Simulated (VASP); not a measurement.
# TaS2 (P-3m1) in VASP: notebook

The runs below take TaS2 through relaxation of cell and atoms, with PBE, optB86b-vdW.

All numbers are computed with VASP 6.6.1; they aren't measurements. Logs are shortened: lines on timing, memory, paths and dates and some standing lists are left out, and cuts for length are marked.

### Step 1. The structure

Symmetry: P-3m1, No. 164, trigonal system. Conventional cell: a = 3.377 Å, b = 3.377 Å, c = 6.668 Å, α = 90.00°, β = 90.00°, γ = 120.00°. Around Ta (site symmetry -3m) lie 6 S at 2.48 Å. Around S (site symmetry 3m) lie 3 Ta at 2.48 Å.

### Step 2. Relaxation of cell and atoms, PBE

INCAR

```
SYSTEM = TaS2
PREC     = Accurate       ! precision mode
ENCUT    = 600            ! plane-wave cutoff, eV
EDIFF    = 1E-7           ! SCF threshold, eV
ISMEAR   = 1              ! smearing method
SIGMA    = 0.1            ! smearing width, eV
LREAL    = .False.        ! projectors in reciprocal space
LASPH    = .True.         ! aspherical terms in the spheres
NELM     = 80             ! most SCF steps
ALGO     = Normal         ! electronic algorithm
ISIF     = 3              ! what is computed and relaxed
LWAVE    = .False.        ! write WAVECAR
LCHARG   = .False.        ! write CHGCAR
GGA      = PE             ! functional
IBRION   = 2              ! ionic algorithm
NSW      = 90             ! ionic steps
EDIFFG   = -0.005         ! ionic threshold
```

KPOINTS

```
regular mesh
0
Gamma
  15 15 6
  0 0 0
```

POSCAR

```
TaS2                                    
1.0
    3.3773745758     -0.0000000000     -0.0000000000
   -1.6886872879      2.9248921808      0.0000000000
   -0.0000000000     -0.0000000000      6.6684894156
  Ta              S             
     1     2
Direct
     0.0000000000000000    1.0000000000000000    0.0000000000000000
     0.3333333332999970    0.6666666667000030    0.2301264935600146
     0.6666666667000030    0.3333333332999970    0.7698735064399854
```

Potentials or basis: VASP PAW PBE potentials, release 64 (Ta_pv, S).

Command:

```bash
$ cat potpaw_PBE.64/Ta_pv/POTCAR potpaw_PBE.64/S/POTCAR > POTCAR
$ mpirun -np 1 vasp_std > vasp.out
```

OUTCAR:

```text
SYSTEM = TaS2
   PREC = Accurate
   ENCUT = 600
   EDIFF = 1E-7
   ISMEAR = 1
   LREAL = .False.
   LASPH = .True.
   NELM = 80
   ISIF = 3
   GGA = PE
   IBRION = 2
   NSW = 90
   EDIFFG = -0.005

 ion  position               nearest neighbor table
   1  0.000  0.000  0.000-   2 2.48   3 2.48   3 2.48   2 2.48   3 2.48   2 2.48
   2  0.333  0.667  0.230-   1 2.48   1 2.48   1 2.48
   3  0.667  0.333  0.770-   1 2.48   1 2.48   1 2.48

  LATTYP: Found a hexagonal cell.
 ALAT       =     3.3773745758
 C/A-ratio  =     1.9744595294

  Lattice vectors:

 A1 = (   3.3773745758,   0.0000000000,   0.0000000000)
 A2 = (  -1.6886872879,   2.9248921808,   0.0000000000)
 A3 = (   0.0000000000,   0.0000000000,   6.6684894156)

Analysis of symmetry for initial positions (statically):
=====================================================================
 Subroutine PRICEL returns:
 Original cell was already a primitive cell.

 Routine SETGRP: Setting up the symmetry group for a
 hexagonal supercell.

 Subroutine GETGRP returns: Found 12 space group operations
 (whereof 12 operations were pure point group operations)
 out of a pool of 24 trial point group operations.

The static configuration has the point symmetry D_3d.

Analysis of symmetry for dynamics (positions and initial velocities):
=====================================================================
 Subroutine PRICEL returns:
 Original cell was already a primitive cell.

 Routine SETGRP: Setting up the symmetry group for a
 hexagonal supercell.

 Subroutine GETGRP returns: Found 12 space group operations
 (whereof 12 operations were pure point group operations)
 out of a pool of 24 trial point group operations.

The dynamic configuration has the point symmetry D_3d.

 Subroutine INISYM returns: Found 12 space group operations
 (whereof 12 operations are pure point group operations),
 and found     1 'primitive' translations

----------------------------------------------------------------------------------------

                                     Primitive cell

  volume of cell :      65.8744

  direct lattice vectors                    reciprocal lattice vectors
     3.377374576  0.000000000  0.000000000     0.296087975  0.170946472  0.000000000
    -1.688687288  2.924892181  0.000000000     0.000000000  0.341892944  0.000000000
     0.000000000  0.000000000  6.668489416     0.000000000  0.000000000  0.149958999

  length of vectors
     3.377374576  3.377374576  6.668489416     0.341892944  0.341892944  0.149958999

  position of ions in fractional coordinates (direct lattice)
     0.000000000  0.000000000  0.000000000
     0.333333333  0.666666667  0.230126494
     0.666666667  0.333333333  0.769873506

  ion indices of the primitive-cell ions
   primitive index   ion index
                 1           1
                 2           2
                 3           3

----------------------------------------------------------------------------------------

 KPOINTS: regular mesh

Automatic generation of k-mesh.
 Grid dimensions read from file:
 generate k-points for:   15   15    6

 Generating k-lattice:

  Cartesian coordinates                     Fractional coordinates (reciprocal lattice)
     0.019739198  0.011396431  0.000000000     0.066666667  0.000000000  0.000000000
     0.000000000  0.022792863  0.000000000     0.000000000  0.066666667  0.000000000
     0.000000000  0.000000000  0.024993167     0.000000000  0.000000000  0.166666667

  Length of vectors
     0.022792863  0.022792863  0.024993167

  Shift w.r.t. Gamma in fractional coordinates (k-lattice)
     0.000000000  0.000000000  0.000000000

 Subroutine IBZKPT returns following result:
 ===========================================

 Found    146 irreducible k-points:

 Following reciprocal coordinates:
            Coordinates               Weight
  0.000000  0.000000  0.000000      1.000000
  0.066667  0.000000  0.000000      6.000000
  0.133333  0.000000  0.000000      6.000000
  0.200000 -0.000000  0.000000      6.000000
  0.266667  0.000000  0.000000      6.000000
  0.333333  0.000000  0.000000      6.000000
[... 16 lines left out ...]
  0.333333  0.200000  0.000000     12.000000
  0.400000  0.200000  0.000000      6.000000
 [... further k-points ...]
   k-points           NKPTS =    146   k-points in BZ     NKDIM =    146   number of bands    NBANDS=     15
   number of dos      NEDOS =    301   number of ions     NIONS =      3
   total plane-waves  NPLWV =  42336
   dimension x,y,z NGX =    28 NGY =   28 NGZ =   54
   dimension x,y,z NGXF=    56 NGYF=   56 NGZF=  108
   ions per type =               1   2
   NGX,Y,Z   is equivalent  to a cutoff of  13.78, 13.78, 13.46 a.u.
   NGXF,Y,Z  is equivalent  to a cutoff of  27.57, 27.57, 26.92 a.u.
 SYSTEM =  TaS2
   PREC   = accura    normal or accurate (medium, high low for compatibility)
   ISTART =      0    job   : 0-new  1-cont  2-samecut
   ICHARG =      2    charge: 1-file 2-atom 10-const
   ISPIN  =      1    spin polarized calculation?
   LNONCOLLINEAR =      F non collinear calculations
   LSORBIT =      F    spin-orbit coupling
   LASPH  =      T    aspherical Exc in radial PAW
   ENCUT  =  600.0 eV  44.10 Ry    6.64 a.u.   6.75  6.75 13.32*2*pi/ulx,y,z
   NELM   =     80;   NELMIN=  2; NELMDL= -5     # of ELM steps
   EDIFF  = 0.1E-06   stopping-criterion for ELM
   LREAL  =      F    real-space projection
   EDIFFG = -.5E-02   stopping-criterion for IOM
   NSW    =     90    number of steps for IOM
   IBRION =      2    ionic relax: 0-MD 1-quasi-New 2-CG
   NFREE  =      1    steps in history (QN), initial steepest desc. (CG)
   ISIF   =      3    stress and relaxation
   ISYM   =      2    0-nonsym 1-usesym 2-fastsym
   POTIM  = 0.5000    time-step for ionic-motion
   TEBEG  =    0.0;   TEEND  =   0.0 temperature during run
   PSTRESS=    0.0 pullay stress
   NELECT =      23.0000    total number of electrons
   NUPDOWN=      -1.0000    fix difference up-down
   EMIN   =  10.00;   EMAX   =-10.00  energy-range for DOS
   EFERMI =   0.00;   METHOD = LEGACY
   ISMEAR =     1;   SIGMA  =   0.10  broadening in eV -4-tet -1-fermi 0-gaus
   EFERMI_NEDOS =   21; number of points for ismear=-14 and -15
   IALGO  =     38    algorithm
   IMIX   =      4    mixing-type and parameters
     AMIX     =   0.40;   BMIX     =  1.00
     AMIX_MAG =   1.60;   BMIX_MAG =  1.00
  volume/ion in A,a.u.               =      21.96       148.18
  Fermi-wavevector in a.u.,A,eV,Ry     =   1.152777  2.178432 18.080708  1.328895
  Thomas-Fermi vector in A             =   2.289426
   LORBIT       =      0    0 simple, 1 ext, 2 COOP (PROOUT), +10 PAW based schemes
   GGA     = PE    functional components
   LHFCALC =     F    Hartree Fock is set to
   AEXX    =    0.0000 exact exchange contribution
   IVDW    =     0    specifies the selected vdW correction
   LEPSILON=     F    determine dielectric tensor
   LRPA    =     F    only Hartree local field effects (RPA)
 conjugate gradient relaxation of ions
 non-spin polarized calculation
 Methfessel and Paxton  Order N= 1 SIGMA  =   0.10
  energy-cutoff  :      600.00
  volume of cell :       65.87
 maximum number of plane-waves:      2223
   NGX = 13   NGY = 13   NGZ = 27

--------------------------------------- Ionic step        1  -------------------------------------------

 number of electron      23.0000001 magnetization

 Free energy of the ion-electron system (eV)
  ---------------------------------------------------
  ext. energy  EPLUGINS =         0.00000000
  ---------------------------------------------------
  free energy    TOTEN  =       -23.16415173 eV

  energy without entropy =      -23.16430877  energy(sigma->0) =      -23.16420408

------------------------ aborting loop because EDIFF is reached ----------------------------------------

  FORCE on cell =-STRESS in cart. coord.  units (eV):
  Direction    XX          YY          ZZ          XY          YZ          ZX
  --------------------------------------------------------------------------------------
  -------------------------------------------------------------------------------------
  Total       -0.0336550     -0.0336550      0.0176649      0.0000000      0.0000000      0.0000000
  in kB       -0.8185481     -0.8185481      0.4296407      0.0000000      0.0000000      0.0000000
  external PRESSURE =      -0.4024852 kB  Pullay stress =       0.0000000 kB
[... 92 lines left out ...]
  FREE ENERGIE OF THE ION-ELECTRON SYSTEM (eV)
  ---------------------------------------------------
  free  energy   TOTEN  =       -23.1641705232 eV

  energy  without entropy=      -23.1643292229  energy(sigma->0) =      -23.16422342

[... ionic steps 4 to 19 ...]

--------------------------------------- Ionic step       20  -------------------------------------------

 number of electron      22.9999999 magnetization

------------------------ aborting loop because EDIFF is reached ----------------------------------------
[... 69 lines left out ...]
--------------------------------------- Ionic step       22  -------------------------------------------

 number of electron      22.9999999 magnetization

 Free energy of the ion-electron system (eV)
  ---------------------------------------------------
  ext. energy  EPLUGINS =         0.00000000
  ---------------------------------------------------
  free energy    TOTEN  =       -23.16434514 eV

  energy without entropy =      -23.16462503  energy(sigma->0) =      -23.16443844

 E-fermi :   4.1039     XC(G=0):  -9.5434

 val. band max:        4.1021468652   @ k =   0.3333   0.1333   0.0000
 cond. band min:       4.1056496372   @ k =   0.2667   0.1333   0.5000
 fundamental gap:      0.0035027720
 Fermi energy:         4.1039288215

 k-point     1 :       0.0000    0.0000    0.0000
  band No.  band energies     occupation
      1     -31.2654      2.00000
      2     -31.2618      2.00000
      3     -31.2618      2.00000
      4     -10.5747      2.00000
      5      -9.0437      2.00000
      6      -2.2865      2.00000
      7       0.2916      2.00000
      8       0.2916      2.00000
      9       2.0341      2.00000
     10       3.3611      2.00000
     11       3.3611      2.00000
     12       4.2295     -0.07063
     13       4.2295     -0.07063
     14       4.2564     -0.05310
[... 401 lines left out ...]
      2     -31.3798      2.00000
      3     -31.2114      2.00000
      4      -8.8635      2.00000
      5      -8.5284      2.00000
      6      -2.0251      2.00000
      7      -0.9272      2.00000
      8      -0.0959      2.00000
      9       0.3195      2.00000
     10       0.3509      2.00000
     11       1.0680      2.00000
     12       4.5888     -0.00000
     13       6.2486      0.00000
     14       6.4067      0.00000
     15       7.8352      0.00000

 [... further k-points ...]

------------------------ aborting loop because EDIFF is reached ----------------------------------------

  FORCE on cell =-STRESS in cart. coord.  units (eV):
  Direction    XX          YY          ZZ          XY          YZ          ZX
  --------------------------------------------------------------------------------------
  -------------------------------------------------------------------------------------
  Total        0.0034350      0.0034350      0.0015883      0.0000000     -0.0000000      0.0000000
  in kB        0.0824627      0.0824627      0.0381295      0.0000000     -0.0000000      0.0000000
  external PRESSURE =       0.0676850 kB  Pullay stress =       0.0000000 kB
[... 18 lines left out ...]
  FREE ENERGIE OF THE ION-ELECTRON SYSTEM (eV)
  ---------------------------------------------------
  free  energy   TOTEN  =       -23.1643451444 eV

  energy  without entropy=      -23.1646250282  energy(sigma->0) =      -23.16443844

 reached required accuracy - stopping structural energy minimisation
```

Wall time 12 min (1 thread of Intel Xeon 6975P-C (Granite Rapids), shared host); peak memory 0.35 GiB.

Results:

```yaml
Free_energy: -23.1643 eV
Relaxed_volume: 22.25 Å³/atom
Relaxed_cell: a = 3.376 Å, b = 3.376 Å, c = 6.762 Å, α = 90.00°, β = 90.00°, γ = 120.00°
Space_group_after_relaxing_to_0.05_Å: P-3m1 (No. 164)
Energy_gained_by_relaxing: 0.1 meV/atom
Ionic_steps: 22
Pressure_after_relaxing: 0.0 GPa
Band_gap_on_the_k_mesh: none (metal or under the smearing width)
```

The path:
| step | energy change (eV) | largest force (eV/Å) | pressure (GPa) | volume (Å³) |
| --- | --- | --- | --- | --- |
| 1 | 0.0000 | 0.0027 | -0.04 | 65.87 |
| 2 | 0.0000 | 0.0044 | 0.06 | 65.82 |
| 3 | 0.0000 | 0.0034 | 0.05 | 65.83 |
| 4 | 0.0000 | 0.0115 | -0.01 | 65.85 |
| 5 | 0.0000 | 0.0063 | 0.01 | 65.85 |
| 6 | 0.0000 | 0.0067 | 0.00 | 65.86 |
| 7 | 0.0000 | 0.0077 | -0.02 | 65.91 |
| 8 | 0.0000 | 0.0098 | -0.07 | 66.01 |
| 9 | 0.0000 | 0.0094 | -0.06 | 66.01 |
| 10 | -0.0001 | 0.0084 | -0.06 | 66.01 |
| 11 | -0.0001 | 0.0064 | -0.05 | 66.03 |
| 12 | -0.0001 | 0.0026 | -0.04 | 66.05 |
| 13 | -0.0001 | 0.0050 | -0.01 | 66.10 |
| 14 | -0.0001 | 0.0203 | 0.06 | 66.19 |
| 15 | -0.0001 | 0.0117 | 0.02 | 66.14 |
| 16 | -0.0001 | 0.0113 | 0.02 | 66.17 |
| 17 | -0.0001 | 0.0100 | 0.02 | 66.25 |
| 18 | -0.0002 | 0.0082 | 0.03 | 66.42 |
| 19 | -0.0002 | 0.0048 | 0.04 | 66.77 |
| 20 | -0.0002 | 0.0052 | 0.04 | 66.72 |
| 21 | -0.0002 | 0.0076 | -0.05 | 66.77 |
| 22 | -0.0002 | 0.0006 | 0.01 | 66.74 |

Final structure:
```
Ta S
1.0
     3.37581    0.00000    0.00000
    -1.68791    2.92354    0.00000
     0.00000    0.00000    6.76235
Ta S
1 2
Direct
  0.00000 0.00000 0.00000
  0.33333 0.66667 0.22702
  0.66667 0.33333 0.77298
```

Levels at points of the mesh, in eV from the Fermi level:
| k point | band 8 | band 9 | band 10 | band 11 | band 12 | band 13 | band 14 | band 15 |
| --- | --- | --- | --- | --- | --- | --- | --- | --- |
| (0.00, 0.00, 0.00) | -3.81 | -2.07 | -0.74 | -0.74 | 0.13 | 0.13 | 0.15 | 3.91 |
| (0.00, 0.00, 0.50) | -3.81 | -3.06 | -0.77 | -0.77 | 0.12 | 0.12 | 0.74 | 4.00 |

Caveat: this functional lacks dispersion, which binds the layers, so the pressure and a relaxed spacing across them are unreliable. PBE usually gives volumes a little too large and moduli too small.

### Step 3. Relaxation of cell and atoms, optB86b-vdW

This run uses another cell than the first one, of 18.98 Å³/atom, 0.865 times its volume.

INCAR

```
SYSTEM = TaS2
  PREC = Accurate
  ENCUT = 600
  EDIFF = 1E-6
  ISMEAR = 1
  SIGMA = 0.1
  LREAL = .False.
  LASPH = .True.
  NELM = 80
  ALGO = Normal
  ISIF = 3
  LWAVE = .False.
  LCHARG = .False.
  GGA = MK
  LUSE_VDW = .True.
  AGGAC = 0.0
  PARAM1 = 0.1234
  PARAM2 = 1.0
  IBRION = 2
  NSW = 90
  EDIFFG = -0.01
```

KPOINTS

```
Automatic mesh
0
Gamma
  15 15 6
  0 0 0
```

POSCAR

```
TaS2
1.0
    3.3500000000      0.0000000000      0.0000000000
   -1.6750000000      2.9011851027      0.0000000000
    0.0000000000      0.0000000000      5.8600000000
Ta S
1 2
Direct
    0.0000000000      0.0000000000      0.0000000000
    0.3333333333      0.6666666667      0.2500000000
    0.6666666667      0.3333333333      0.7500000000
```

Potentials or basis: VASP PAW PBE potentials, release 64 (Ta_pv, S).

Command:

```bash
$ cat potpaw_PBE.64/Ta_pv/POTCAR potpaw_PBE.64/S/POTCAR > POTCAR
$ mpirun -np 1 vasp_std > vasp.out
```

Wall time 19 min (1 thread of Intel Xeon 6975P-C (Granite Rapids), shared host); peak memory 0.54 GiB.

The run converged. Its results:

```
Free energy                            : -17.9116 eV
Relaxed volume                         : 19.15 Å³/atom
Relaxed cell                           : a = 3.348 Å, b = 3.348 Å, c = 5.918 Å, α = 90.00°, β = 90.00°, γ = 120.00°
Space group after relaxing (to 0.05 Å) : P-3m1 (No. 164)
Energy gained by relaxing              : 34.1 meV/atom
Ionic steps                            : 15
Pressure after relaxing                : 0.0 GPa
Largest force after relaxing           : 0.004 eV/Å
Band gap on the k mesh                 : none (metal or under the smearing width)
```

Forces in eV/Å, atoms in the order of the input:
```
Ta   0.000  0.000  0.000
S    0.000  0.000 -0.004
S    0.000  0.000  0.004
```

Step by step:
```csv
step,energy change (eV),largest force (eV/Å),pressure (GPa),volume (Å³)
1,0.0000,1.3286,7.30,56.95
2,0.1882,1.5574,-12.07,64.37
3,-0.0895,0.1322,-1.12,59.48
4,-0.0897,0.1719,-0.88,59.39
5,-0.0897,0.1926,-0.74,59.34
6,-0.0988,0.1033,-0.27,58.77
7,-0.1000,0.0579,-0.03,58.49
8,-0.1000,0.0557,-0.03,58.47
9,-0.1004,0.0335,-0.15,58.42
10,-0.1012,0.0321,-0.51,58.27
11,-0.1013,0.0609,-0.67,58.20
12,-0.1014,0.0581,-0.64,58.17
13,-0.1017,0.0507,-0.56,58.06
14,-0.1021,0.0350,-0.38,57.86
15,-0.1024,0.0041,0.03,57.45
```

Final structure:
```xyz
3
Lattice="3.3482 0.0000 0.0000 -1.6741 2.8996 0.0000 0.0000 0.0000 5.9175" Properties=species:S:1:pos:R:3 pbc="T T T"
Ta    0.0000    0.0000    5.9175
S     0.0000    1.9331    1.5453
S     1.6741    0.9665    4.3722
```

Levels at points of the mesh, in eV from the Fermi level:
```csv
k point,band 9,band 10,band 11,band 12,band 13,band 14,band 15
"(0.00, 0.00, 0.00)",-1.27,-0.63,-0.63,-0.02,0.16,0.16,3.71
"(0.00, 0.00, 0.50)",-3.72,-0.81,-0.81,0.13,0.13,1.01,4.16
```

Caveat: the PAW data sets were made with another functional, which shifts forces and pressure a little.

### Step 4. Relaxation of cell and atoms, optB86b-vdW

This run uses another cell than the first one, of 19.15 Å³/atom, 0.872 times its volume.

INCAR: that of step 3 with these lines changed.

```diff
@@ -3,3 +3,3 @@
   ENCUT = 600
-  EDIFF = 1E-6
+  EDIFF = 1E-7
   ISMEAR = 1
@@ -20,2 +20,2 @@
   NSW = 90
-  EDIFFG = -0.01
+  EDIFFG = -0.005
```

KPOINTS is that of step 3.

POSCAR

```
TaS2                                    
1.0
    3.3481842684     -0.0000000000      0.0000000000
   -1.6740921342      2.8996126330      0.0000000000
    0.0000000000     -0.0000000000      5.9175276155
  Ta              S             
     1     2
Direct
     0.0000000000000000    0.0000000000000000    1.0000000000000000
     0.3333333332999970    0.6666666667000030    0.2611373386649889
     0.6666666667000030    0.3333333332999970    0.7388626613350109
```

Command:

```bash
$ cat potpaw_PBE.64/Ta_pv/POTCAR potpaw_PBE.64/S/POTCAR > POTCAR
$ mpirun -np 1 vasp_std > vasp.out
```

Wall time 2.4 min (1 thread of Intel Xeon 6975P-C (Granite Rapids), shared host); peak memory 0.53 GiB.

It converged, with:

| Item | Value |
| --- | --- |
| Free energy | -17.9117 eV |
| Pressure after relaxing | 0.0 GPa |
| Largest force after relaxing | 0.004 eV/Å |
| Band gap on the k mesh | none (metal or under the smearing width) |

Forces in eV/Å, atoms in the order of the input:
```
Ta   0.000  0.000  0.000
S    0.000  0.000 -0.004
S    0.000  0.000  0.004
```

Final structure:
```
CELL_PARAMETERS angstrom
3.34818 0.00000 0.00000
-1.67409 2.89961 0.00000
0.00000 0.00000 5.91753
ATOMIC_POSITIONS crystal
Ta 0.00000 0.00000 0.00000
S 0.33333 0.66667 0.26114
S 0.66667 0.33333 0.73886
```

Levels at points of the mesh, in eV from the Fermi level:
```tsv
k point	band 8	band 9	band 10	band 11	band 12	band 13	band 14	band 15
(0.00, 0.00, 0.00)	-3.78	-1.27	-0.63	-0.63	-0.02	0.16	0.16	3.71
(0.00, 0.00, 0.50)	-3.74	-3.72	-0.81	-0.81	0.13	0.13	1.01	4.16
```

Caveat: the relaxation stopped at its first step, so nothing moved; the PAW data sets were made with another functional, which shifts forces and pressure a little.
